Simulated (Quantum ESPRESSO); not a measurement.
**Convergence study of the plane-wave cutoff for InN (R3m, 2 atoms in the cell)**

```xyz
2
Lattice="0.0000 2.4775 2.4775 2.4775 0.0000 2.4775 2.4775 2.4775 0.0000" Properties=species:S:1:pos:R:3 pbc="T T T"
In     0.0289     0.0289     0.0289
N      1.2388     1.2388     1.2388
```

Level of theory: LDA (PZ), GBRV 1.5 ultrasoft (LDA) pseudopotentials (plane waves; Quantum ESPRESSO).

Base settings: ecutwfc = 40 Ry; ecutrho = 200 Ry; occupations = smearing; smearing = fermi-dirac; degauss = 0.00147 Ry; potentials = {In: in_lda_v1.4.uspp.F.UPF, N: n_lda_v1.2.uspp.F.UPF}; K_POINTS = automatic 5 5 5 0 0 0; conv_thr = 1e-10 Ry.

Moved along: ecutrho.

The second cell is the first with its lattice scaled by 0.98.

The mesh stays at the base's, so the ladder's end is converged at best in this setting alone.

Only quantities that move along the ladder and can be compared are tabulated.

The count of work is k-points × plane waves × bands × iterations; it is no time. 

The starting cell has typed, rounded lattice constants, without a prior relaxation at this level. Its lattice was rescaled by up to half a per cent. One atom was moved a little off its site on purpose. The run gives no clean gap (levels at the Fermi energy touch, overlap or are partly filled at this smearing), which alone does not show that the compound is a metal. Without a gap this mesh is coarse (it stands for a supercell whose shortest vector is 18 Å).

| ecutwfc | free energy less the last step's (meV/atom) | energy of the compressed cell less the first (meV/atom) | pressure (GPa) | largest difference of a force vector from the last step's (eV/Å) | count of work / last |
|---|---|---|---|---|---|
| 14 Ry | 44791.52 | -20.67 | -1347.04 | 0.008 | 0.15 |
| 16 Ry | 23812.67 | -379.56 | -852.06 | 0.083 | 0.070 |
| 20 Ry | 6554.54 | 142.34 | -310.50 | 0.041 | 0.091 |
| 22 Ry | 3331.01 | 12.21 | -182.44 | 0.062 | 0.099 |
| 24 Ry | 1596.58 | 73.76 | -101.60 | 0.021 | 0.13 |
| 32 Ry | 118.32 | 16.91 | -5.38 | 0.001 | 0.19 |
| 36 Ry | 92.06 | 18.15 | -1.94 | 0.001 | 0.23 |
| 40 Ry | 80.50 | 17.99 | -2.46 | 0.000 | 0.27 |
| 44 Ry | 65.69 | 17.60 | -2.45 | 0.001 | 0.31 |
| 48 Ry | 56.08 | 17.91 | -1.87 | 0.001 | 0.36 |
| 54 Ry | 52.77 | 17.79 | -1.54 | 0.001 | 0.42 |
| 70 Ry | 21.05 | 17.65 | -2.71 | 0.000 | 0.63 |
| 96 Ry | 0.00 | 17.88 | -1.65 | 0.000 | 1.0 |

Coarsest ecutwfc that holds the forces within 0.01 eV/Å of the last step, with all finer ones: 32 Ry, at 0.19 of the last step's count of work; the step before is off by 0.021 eV/Å.

Coarsest ecutwfc that holds the free energy within 5 meV/atom: not settled: the last two steps still differ by 21 meV/atom, over half the tolerance, so the ladder does not show it.

Coarsest ecutwfc that holds the pressure within 0.5 GPa: not settled: the last two steps still differ by 1.1 GPa, over half the tolerance, so the ladder does not show it.

At the lowest cutoff the pressure lies 1350 GPa under the last step's, the usual sign of Pulay stress in an incomplete plane-wave basis.
